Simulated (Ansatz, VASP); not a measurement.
This is a calculation of Au for VASP 6.6.1.

Contents of INCAR:

```
PREC     = Accurate       # precision mode
ENCUT    = 520            # plane-wave cutoff, eV
EDIFF    = 1E-6           # SCF threshold, eV
ISMEAR   = -1             # smearing method
SIGMA    = 0.05           # smearing width, eV
LREAL    = False          # projectors in reciprocal space
LASPH    = True           # aspherical terms in the spheres
NELM     = 60             # most SCF steps
ALGO     = Fast           # electronic algorithm
ISIF     = 2              # what is computed and relaxed
LWAVE    = False          # write WAVECAR
LCHARG   = False          # write CHGCAR
GGA      = PS             # functional
NBANDS   = 12             # bands
```

Contents of KPOINTS:

```
regular mesh
0
Gamma
  11 11 11
```

File POSCAR:

```
Au
1.0
   -1.6234376908      1.6234376908      1.6234376908
    1.6234376908     -1.6234376908      1.6234376908
    1.6234376908      1.6234376908     -1.6234376908
Au
1
Direct
    0.0000000000      0.0000000000      0.0000000000
```

Potentials or basis: VASP PAW PBE potentials, release 64 (Au).

Run with:

```console
$ cat potpaw_PBE.64/Au/POTCAR > POTCAR
$ mpirun -np 1 vasp_std > vasp.out
```

Question: Translate it to Ansatz 0.2.0. Potentials there: all-electron LAPW, scalar-relativistic.

Answer: As run (the cutoff follows the program's own potentials):

input.yaml

```yaml
crystal:
  lattice:
    - [-1.6234376908, 1.6234376908, 1.6234376908]
    - [1.6234376908, -1.6234376908, 1.6234376908]
    - [1.6234376908, 1.6234376908, -1.6234376908]
  atoms:
    - { symbol: Au, position: [0.0, 0.0, 0.0] }
kpoints:
  mp_grid: { grid: [11, 11, 11] }
scf:
  occupations: { method: fermi_dirac, width: 0.05 }
hamiltonian:
  xc: pbesol
  pseudopotentials: { kind: all_electron, lapw: { basis_error: 0.001 } }
output:
  forces: true
  stress: true
  eigenvalues: true
```

Potentials or basis: all-electron LAPW, scalar-relativistic.

Run with:

```bash
$ ansatz run input.yaml --threads 1 --pin off --max-ram 3072MiB --backend cpu --events-out ev --progress --plain --runs-dir out
```

Both were run:

|  | VASP | Ansatz | Ansatz less VASP |
| --- | --- | --- | --- |
| gap on the k mesh at the Fermi level (eV) | none | none | - |
| pressure (GPa) | -0.5 | -0.3 | +0.18 |

A gap of «none» marks a metal or a gap that the smearing closes. Ansatz ran all-electron here, so the differences hold the error of VASP's frozen core and of both bases.

Caveats: the PAW data sets were made with another functional, which shifts forces and pressure a little (VASP). The runs have no spin-orbit coupling, so splittings on Au are missing.
